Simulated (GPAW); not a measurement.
## MgO: single point with BLYP

**Measured values to compare with.**

From “Electronic structure of alkaline earth and post-transition metal oxides”, 2009, arxiv:0908.1581, for a bulk crystal of MgO: band gap 7.83 eV.

The system is MgO.

```
Mg O
1.0
     0.00000    2.09700    2.09700
     2.09700    0.00000    2.09700
     2.09700    2.09700    0.00000
Mg O
1 1
Direct
  0.00000 0.00000 0.00000
  0.50000 0.50000 0.50000
```

The cell is a database's computed one.

- Program: GPAW 26.7.0
- Task: single point
- Functional: BLYP
- Potentials or basis: PAW data sets generated in the run's folder for this functional
- Cutoff: 800 eV
- Basis: pw
- k mesh: 11 × 11 × 11
- Occupations: fermi-dirac, width 0.05 eV
- Spin: no spin polarisation
- Eigensolver: davidson
- Maxiter: 150

```yaml
Pressure: 8.6 GPa
Band_gap_on_the_k_mesh: 5.17 eV, direct
```

Levels at points of the mesh, in eV from the valence-band top:
| k point | band 6 | band 7 | band 8 | band 9 | band 10 | band 11 |
| --- | --- | --- | --- | --- | --- | --- |
| (0.00, 0.00, 0.00) | 0.00 | 0.00 | 0.00 | 5.17 | 16.10 | 16.10 |

Run time: 11 s on 1 thread of Arm Neoverse V2, on a shared host, peak memory 0.15 GiB.

A measured gap of MgO is 7.83 eV (quoted in “Electronic structure of alkaline earth and post-transition metal oxides”, 2009, arxiv:0908.1581); the calculated 5.17 eV misses it by -2.66 eV. The value is that of BLYP, without temperature or zero-point motion. Semilocal functionals fall short of measured gaps as a rule. The cell is a database's relaxed one, not the measured one, which moves gaps too.
